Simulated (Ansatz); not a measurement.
# Pb: pressure against volume

The task here is to estimate one member of a computed series from the others.

Computed with Ansatz 0.2.0 (DFT LDA, scalar-relativistic, unless a step's input says otherwise).

**The system as given**

Symmetry: Fm-3m, No. 225, cubic system. Conventional cell: a = 4.990 Å, b = 4.990 Å, c = 4.990 Å, α = 90.00°, β = 90.00°, γ = 90.00°. Pb (site symmetry m-3m) is surrounded by 12 Pb at 3.53 Å.

Coordinates:

```xyz
1
Lattice="0.0000 2.4948 2.4948 2.4948 0.0000 2.4948 2.4948 2.4948 0.0000" Properties=species:S:1:pos:R:3 pbc="T T T"
Pb    0.0000    0.0000    0.0000
```

The cell is one relaxed in the Materials Project, used as it stands.

The first run:

input.yaml reads:

```yaml
crystal:
  lattice:
    - [0.0, 2.4442603173, 2.4442603173]
    - [2.4442603173, 0.0, 2.4442603173]
    - [2.4442603173, 2.4442603173, 0.0]
  atoms:
    - { symbol: Pb, position: [0.0, 0.0, 0.0] }
kpoints:
  mp_grid: { grid: [13, 13, 13] }
scf:
  occupations: { method: fermi_dirac, width: 0.05 }
hamiltonian:
  xc: lda
  pseudopotentials: { kind: all_electron, lapw: { basis_error: 0.001 } }
output:
  forces: true
  stress: true
  eigenvalues: true
```

Steps of the session up to this table: Volume × 0.9405, LAPW; Volume × 0.9405, PAW; Volume × 0.9405, crystal datasets; Volume × 0.97, LAPW; Volume × 0.97, PAW; Volume × 1.03, LAPW; Volume × 1.03, PAW; Volume × 1.06, LAPW; Volume × 1.06, PAW; Volume × 1.06, crystal datasets.

One table of the session follows, with a row left open; its other results are not shown here.

| method | volume (Å³/atom) | pressure (GPa) |
| --- | --- | --- |
| LAPW | 29.206 | -0.28 |
| LAPW | 30.122 | ? |
| LAPW | 31.054 | -2.92 |
| LAPW | 31.985 | -3.91 |
| LAPW | 32.917 | -4.72 |
| PAW | 29.206 | -0.29 |
| PAW | 30.122 | -1.72 |
| PAW | 31.054 | -2.93 |
| PAW | 31.985 | -3.92 |
| PAW | 32.917 | -4.73 |
| crystal datasets | 29.206 | -0.28 |
| crystal datasets | 31.054 | -2.92 |
| crystal datasets | 32.917 | -4.73 |

Q: Estimate the row for LAPW, 30.122 from the others.

**Answer.** pressure (GPa): -1.71. In the column «pressure (GPa)» it lies between PAW, 30.122 (-1.72) and PAW, 29.206 (-0.29).

To keep in mind: Warnings in the runs' records: gradients without spin orbit, crystal datasets made.
